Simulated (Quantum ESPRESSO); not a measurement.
# black arsenene, 1 layer, stepped through biaxial strain, part 4 of 6

Aim: how the results for black arsenene, 1 layer change with biaxial strain.

Quantum ESPRESSO 7.5; plane-wave DFT, PBE, GBRV ultrasoft pseudopotentials.

So far. Step 6 (Bands along a path, -4 %): An edge by band count lies at the Fermi level or within reach of the smearing, so that band is partly filled. Step 6 (Bands along a path, -4 %): Along this path the valence top lies near X and the conduction bottom at Γ.

### 7. Relaxation with pw.x, -3 %

m1.relax.in reads:

```
&control
  prefix = 'm1.relax'
  outdir = './out'
  pseudo_dir = './pseudo'
  nstep = 40
  forc_conv_thr = 0.0003
  calculation = 'relax'
  tstress = .true.
/
&system
  ibrav = 0
  nat = 4
  ntyp = 1
  ecutwfc = 50
  ecutrho = 250
  occupations = 'smearing'
  smearing = 'fd'
  degauss = 0.002
/
&electrons
  conv_thr = 1e-09
  mixing_beta = 0.4
  electron_maxstep = 120
  mixing_mode = 'plain'
/
&ions
/
ATOMIC_SPECIES
  As  74.9216  as_pbe_v1.uspp.F.UPF
CELL_PARAMETERS angstrom
  4.61320421401000 0.00000000000000 0.00000000000000
  0.00000000000000 3.58136725721000 0.00000000000000
  0.00000000000000 0.00000000000000 17.48000000000000
ATOMIC_POSITIONS crystal
  As  0.070991644400 0.000000000000 0.431291233900
  As  0.429148027500 0.500000000000 0.431282665300
  As  0.570851972500 0.500000000000 0.568717334700
  As  0.929008355600 0.000000000000 0.568708766100
K_POINTS automatic
  8 8 1 0 0 0
```

Launch:

```console
$ OMP_NUM_THREADS=1 mpirun -n 4 pw.x -nk 4 -in m1.relax.in > m1.relax.out
```

Output:

```text
[banner, memory and clock lines left out]
Program PWSCF v.7.5 starts
[...]
Message from routine setup:
[...]
number of electrons       =        20.00
     number of Kohn-Sham states=           14
     kinetic-energy cutoff     =      50.0000  Ry
     charge density cutoff     =     250.0000  Ry
[...]
number of k points=    25  Fermi-Dirac smearing, width (Ry)=  0.0020
[...]
Dense  grid:   129939 G-vectors     FFT dimensions: (  45,  36, 180)
[...]
negative rho (up, down):  1.277E-04 0.000E+00
     Starting wfcs are   16 randomized atomic wfcs
[...]
negative rho (up, down):  2.478E-05 0.000E+00
[...]
estimated scf accuracy    <       0.04358051 Ry
[...]
negative rho (up, down):  6.426E-05 0.000E+00
[...]
estimated scf accuracy    <       0.01294277 Ry
[...]
negative rho (up, down):  9.162E-05 0.000E+00
[...]
estimated scf accuracy    <       0.00029292 Ry
[...]
negative rho (up, down):  1.122E-04 0.000E+00
[...]
estimated scf accuracy    <       0.00006997 Ry
[...]
negative rho (up, down):  1.239E-04 0.000E+00
[...]
estimated scf accuracy    <       0.00002947 Ry
[...]
negative rho (up, down):  1.327E-04 0.000E+00
[...]
estimated scf accuracy    <       0.00000362 Ry
[...]
negative rho (up, down):  1.380E-04 0.000E+00
[...]
estimated scf accuracy    <       0.00000219 Ry
[...]
negative rho (up, down):  1.413E-04 0.000E+00
[...]
estimated scf accuracy    <       0.00000003 Ry
[...]
negative rho (up, down):  1.432E-04 0.000E+00
[...]
estimated scf accuracy    <       0.00000006 Ry
[...]
negative rho (up, down):  1.445E-04 0.000E+00
[...]
estimated scf accuracy    <       0.00000002 Ry
[...]
negative rho (up, down):  1.464E-04 0.000E+00
[...]
the Fermi energy is    -0.7177 ev
!    total energy              =    -161.06823044 Ry
     estimated scf accuracy    <          4.9E-11 Ry
     smearing contrib. (-TS)   =      -0.00000321 Ry
     internal energy E=F+TS    =    -161.06822723 Ry
[...]
one-electron contribution =    -240.85692982 Ry
     hartree contribution      =     125.04576705 Ry
     xc contribution           =    -126.16724366 Ry
     ewald contribution        =      80.91017920 Ry
     convergence has been achieved in  11 iterations
     negative rho (up, down):  1.464E-04 0.000E+00
[...]
Total force =     0.046441     Total SCF correction =     0.000011
[...]
negative rho (up, down):  1.464E-04 0.000E+00
[...]
negative rho (up, down):  1.481E-04 0.000E+00
[...]
negative rho (up, down):  1.452E-04 0.000E+00
[...]
estimated scf accuracy    <       0.00003687 Ry
[...]
negative rho (up, down):  1.452E-04 0.000E+00
[...]
estimated scf accuracy    <       0.00000837 Ry
[...]
negative rho (up, down):  1.457E-04 0.000E+00
[...]
estimated scf accuracy    <       0.00000093 Ry
[...]
negative rho (up, down):  1.461E-04 0.000E+00
[...]
estimated scf accuracy    <       0.00000010 Ry
[...]
negative rho (up, down):  1.464E-04 0.000E+00
[...]
estimated scf accuracy    <          8.2E-09 Ry
[...]
negative rho (up, down):  1.466E-04 0.000E+00
[...]
estimated scf accuracy    <          7.4E-09 Ry
[...]
negative rho (up, down):  1.470E-04 0.000E+00
[...]
the Fermi energy is    -0.6966 ev
!    total energy              =    -161.06997146 Ry
     estimated scf accuracy    <          2.3E-10 Ry
     smearing contrib. (-TS)   =      -0.00000277 Ry
     internal energy E=F+TS    =    -161.06996869 Ry
[...]
one-electron contribution =    -240.46977627 Ry
     hartree contribution      =     124.86584986 Ry
     xc contribution           =    -126.14683938 Ry
     ewald contribution        =      80.68079709 Ry
     convergence has been achieved in   7 iterations
     negative rho (up, down):  1.470E-04 0.000E+00
[...]
Total force =     0.028749     Total SCF correction =     0.000027
[...]
negative rho (up, down):  1.470E-04 0.000E+00
[...]
negative rho (up, down):  1.498E-04 0.000E+00
[...]
negative rho (up, down):  1.457E-04 0.000E+00
[...]
estimated scf accuracy    <       0.00004731 Ry
[...]
negative rho (up, down):  1.453E-04 0.000E+00
[...]
estimated scf accuracy    <       0.00001060 Ry
[...]
negative rho (up, down):  1.457E-04 0.000E+00
[...]
estimated scf accuracy    <       0.00000122 Ry
[...]
negative rho (up, down):  1.461E-04 0.000E+00
[...]
estimated scf accuracy    <       0.00000014 Ry
[...]
negative rho (up, down):  1.464E-04 0.000E+00
[...]
estimated scf accuracy    <          9.6E-09 Ry
[...]
negative rho (up, down):  1.466E-04 0.000E+00
[...]
estimated scf accuracy    <          6.4E-09 Ry
[...]
negative rho (up, down):  1.468E-04 0.000E+00
[...]
estimated scf accuracy    <          3.7E-10 Ry
[...]
negative rho (up, down):  1.470E-04 0.000E+00
[...]
the Fermi energy is    -0.6759 ev
!    total energy              =    -161.07096888 Ry
     estimated scf accuracy    <          2.0E-11 Ry
     smearing contrib. (-TS)   =      -0.00000271 Ry
     internal energy E=F+TS    =    -161.07096618 Ry
[...]
one-electron contribution =    -239.94719883 Ry
     hartree contribution      =     124.61970028 Ry
     xc contribution           =    -126.12364997 Ry
     ewald contribution        =      80.38018235 Ry
     convergence has been achieved in   8 iterations
     negative rho (up, down):  1.470E-04 0.000E+00
[...]
Total force =     0.010717     Total SCF correction =     0.000009
[...]
negative rho (up, down):  1.470E-04 0.000E+00
[...]
negative rho (up, down):  1.474E-04 0.000E+00
[...]
negative rho (up, down):  1.460E-04 0.000E+00
[...]
estimated scf accuracy    <       0.00001676 Ry
[...]
negative rho (up, down):  1.460E-04 0.000E+00
[...]
estimated scf accuracy    <       0.00000386 Ry
[...]
negative rho (up, down):  1.463E-04 0.000E+00
[...]
estimated scf accuracy    <       0.00000032 Ry
[...]
negative rho (up, down):  1.465E-04 0.000E+00
[...]
estimated scf accuracy    <       0.00000004 Ry
[...]
negative rho (up, down):  1.467E-04 0.000E+00
[...]
estimated scf accuracy    <          4.2E-09 Ry
[...]
negative rho (up, down):  1.468E-04 0.000E+00
[...]
estimated scf accuracy    <          8.0E-09 Ry
[...]
negative rho (up, down):  1.469E-04 0.000E+00
[...]
the Fermi energy is    -0.6662 ev
!    total energy              =    -161.07113789 Ry
     estimated scf accuracy    <          5.3E-11 Ry
     smearing contrib. (-TS)   =      -0.00000302 Ry
     internal energy E=F+TS    =    -161.07113487 Ry
[...]
one-electron contribution =    -239.55074432 Ry
     hartree contribution      =     124.43041844 Ry
     xc contribution           =    -126.10923147 Ry
     ewald contribution        =      80.15842248 Ry
     convergence has been achieved in   7 iterations
     negative rho (up, down):  1.469E-04 0.000E+00
[...]
Total force =     0.002214     Total SCF correction =     0.000008
[...]
negative rho (up, down):  1.469E-04 0.000E+00
[...]
negative rho (up, down):  1.468E-04 0.000E+00
[...]
negative rho (up, down):  1.468E-04 0.000E+00
[...]
estimated scf accuracy    <       0.00000018 Ry
[...]
negative rho (up, down):  1.468E-04 0.000E+00
[...]
estimated scf accuracy    <       0.00000004 Ry
[...]
negative rho (up, down):  1.469E-04 0.000E+00
[...]
estimated scf accuracy    <          2.7E-09 Ry
[...]
negative rho (up, down):  1.469E-04 0.000E+00
[...]
estimated scf accuracy    <          5.3E-10 Ry
[...]
negative rho (up, down):  1.469E-04 0.000E+00
[...]
estimated scf accuracy    <          9.6E-11 Ry
[...]
negative rho (up, down):  1.469E-04 0.000E+00
[...]
the Fermi energy is    -0.6673 ev
!    total energy              =    -161.07114258 Ry
     estimated scf accuracy    <          8.0E-12 Ry
     smearing contrib. (-TS)   =      -0.00000328 Ry
     internal energy E=F+TS    =    -161.07113930 Ry
[...]
one-electron contribution =    -239.46308569 Ry
     hartree contribution      =     124.38742555 Ry
     xc contribution           =    -126.10757151 Ry
     ewald contribution        =      80.11209234 Ry
     convergence has been achieved in   6 iterations
     negative rho (up, down):  1.469E-04 0.000E+00
[...]
Total force =     0.001542     Total SCF correction =     0.000001
[...]
negative rho (up, down):  1.469E-04 0.000E+00
[...]
negative rho (up, down):  1.468E-04 0.000E+00
[...]
negative rho (up, down):  1.468E-04 0.000E+00
[...]
estimated scf accuracy    <       0.00000013 Ry
[...]
negative rho (up, down):  1.469E-04 0.000E+00
[...]
estimated scf accuracy    <       0.00000004 Ry
[...]
negative rho (up, down):  1.469E-04 0.000E+00
[...]
estimated scf accuracy    <          1.3E-09 Ry
[...]
negative rho (up, down):  1.469E-04 0.000E+00
[...]
estimated scf accuracy    <          3.7E-10 Ry
[...]
negative rho (up, down):  1.469E-04 0.000E+00
[...]
estimated scf accuracy    <          6.8E-11 Ry
[...]
negative rho (up, down):  1.469E-04 0.000E+00
[...]
the Fermi energy is    -0.6697 ev
!    total energy              =    -161.07114599 Ry
     estimated scf accuracy    <          2.9E-12 Ry
     smearing contrib. (-TS)   =      -0.00000368 Ry
     internal energy E=F+TS    =    -161.07114231 Ry
[...]
one-electron contribution =    -239.36101621 Ry
     hartree contribution      =     124.33694276 Ry
     xc contribution           =    -126.10618048 Ry
     ewald contribution        =      80.05911162 Ry
     convergence has been achieved in   6 iterations
     negative rho (up, down):  1.469E-04 0.000E+00
[...]
Total force =     0.000632     Total SCF correction =     0.000001
[...]
negative rho (up, down):  1.469E-04 0.000E+00
[...]
```

Wall time 3.8 min (4 MPI ranks of Intel Xeon Platinum 8259CL at 2.50GHz (Skylake/Cascade Lake), shared host); peak memory 0.89 GiB; 15 min of CPU time.

The steps of the relaxation:

| step | energy less that of the first step (eV) | largest force (eV/Å) |
| --- | --- | --- |
| 1 | 0.0000 | 0.5984 |
| 2 | -0.0237 | 0.3708 |
| 3 | -0.0373 | 0.1388 |
| 4 | -0.0396 | 0.0285 |
| 5 | -0.0396 | 0.0201 |
| 6 | -0.0397 | 0.0086 |

The atoms that moved most (Å):

| atom | dx | dy | dz | length |
| --- | --- | --- | --- | --- |
| As4 | 0.033 | 0.000 | 0.010 | 0.035 |
| As1 | -0.033 | 0.000 | -0.010 | 0.035 |
| As3 | -0.033 | 0.000 | 0.010 | 0.034 |
| As2 | 0.033 | 0.000 | -0.010 | 0.034 |

The relaxation lowers the energy by 10 meV an atom.

Read from the output:

| Property | Result |
| --- | --- |
| free energy | -2191.4846 eV |
| Fermi energy | -0.6697 eV |

### 8. Self-consistent run, -3 %

m1.scf.in reads:

```
&control
  prefix = 'm1.scf'
  outdir = './out'
  pseudo_dir = './pseudo'
  calculation = 'scf'
  tprnfor = .true.
/
&system
  ibrav = 0
  nat = 4
  ntyp = 1
  ecutwfc = 40
  ecutrho = 200
  occupations = 'smearing'
  smearing = 'fd'
  degauss = 0.002
  nbnd = 14
/
&electrons
  conv_thr = 1e-09
  mixing_beta = 0.4
  electron_maxstep = 120
  mixing_mode = 'plain'
/
ATOMIC_SPECIES
  As  74.9216  as_pbe_v1.uspp.F.UPF
CELL_PARAMETERS angstrom
  4.61320421401000 0.00000000000000 0.00000000000000
  0.00000000000000 3.58136725721000 0.00000000000000
  0.00000000000000 0.00000000000000 17.48000000000000
ATOMIC_POSITIONS crystal
  As  0.063839230200 0.000000000000 0.430707351800
  As  0.436234083600 0.500000000000 0.430708505600
  As  0.563765916400 0.500000000000 0.569291494400
  As  0.936160769800 0.000000000000 0.569292648200
K_POINTS automatic
  8 8 1 0 0 0
```

Launch:

```console
$ OMP_NUM_THREADS=1 mpirun -n 4 pw.x -nk 4 -in m1.scf.in > m1.scf.out
```

Output:

```text
[banner, memory and clock lines left out]
Program PWSCF v.7.5 starts
[...]
Message from routine setup:
[...]
number of electrons       =        20.00
     number of Kohn-Sham states=           14
     kinetic-energy cutoff     =      40.0000  Ry
     charge density cutoff     =     200.0000  Ry
[...]
number of k points=    25  Fermi-Dirac smearing, width (Ry)=  0.0020
[...]
Dense  grid:    93141 G-vectors     FFT dimensions: (  40,  32, 150)
[...]
negative rho (up, down):  1.527E-04 0.000E+00
     Starting wfcs are   16 randomized atomic wfcs
[...]
negative rho (up, down):  2.300E-04 0.000E+00
[...]
estimated scf accuracy    <       0.04151157 Ry
[...]
negative rho (up, down):  3.253E-04 0.000E+00
[...]
estimated scf accuracy    <       0.01229783 Ry
[...]
negative rho (up, down):  3.450E-04 0.000E+00
[...]
estimated scf accuracy    <       0.00029163 Ry
[...]
negative rho (up, down):  3.516E-04 0.000E+00
[...]
estimated scf accuracy    <       0.00005249 Ry
[...]
negative rho (up, down):  3.573E-04 0.000E+00
[...]
estimated scf accuracy    <       0.00001137 Ry
[...]
negative rho (up, down):  3.617E-04 0.000E+00
[...]
estimated scf accuracy    <       0.00000285 Ry
[...]
negative rho (up, down):  3.643E-04 0.000E+00
[...]
estimated scf accuracy    <       0.00000218 Ry
[...]
negative rho (up, down):  3.666E-04 0.000E+00
[...]
estimated scf accuracy    <       0.00000008 Ry
[...]
negative rho (up, down):  3.679E-04 0.000E+00
[...]
estimated scf accuracy    <          2.4E-09 Ry
[...]
negative rho (up, down):  3.687E-04 0.000E+00
[...]
estimated scf accuracy    <          1.7E-09 Ry
[...]
negative rho (up, down):  3.700E-04 0.000E+00
[...]
the Fermi energy is    -0.6694 ev
!    total energy              =    -161.07081134 Ry
     estimated scf accuracy    <          9.1E-11 Ry
     smearing contrib. (-TS)   =      -0.00000370 Ry
     internal energy E=F+TS    =    -161.07080764 Ry
[...]
one-electron contribution =    -239.35737170 Ry
     hartree contribution      =     124.33643931 Ry
     xc contribution           =    -126.10898686 Ry
     ewald contribution        =      80.05911161 Ry
     convergence has been achieved in  11 iterations
     negative rho (up, down):  3.700E-04 0.000E+00
[...]
Total force =     0.000706     Total SCF correction =     0.000022
[...]
```

Elapsed: 39 s, on 4 MPI ranks; peak memory 0.67 GiB; 2.5 min of CPU time.

This step gave:

| Quantity | Value |
| --- | --- |
| free energy | -2191.4800 eV |
| Fermi energy | -0.6694 eV |
| valence top, on the run's zero | -0.8362 eV |
| conduction bottom, on the run's zero | -0.5214 eV |
| gap by band count | 0.3148 eV |

(Part 4 of 6 ends here.)

[Logs are printed without paths, hosts, clocks, repeated set-up lines and the standing remarks that a program may print on its own settings, such as how far it seeks lower states.]

[Hosts, paths, dates, database ids (printed as entryN), source tags and the programs' standing remarks are cut or masked in the printed files.]

[Maps of the electrostatic potential energy from Ansatz leave out the sawtooth potential of an applied field or a dipole correction, so their vacuum need not be flat; planar profiles and work functions include it.]
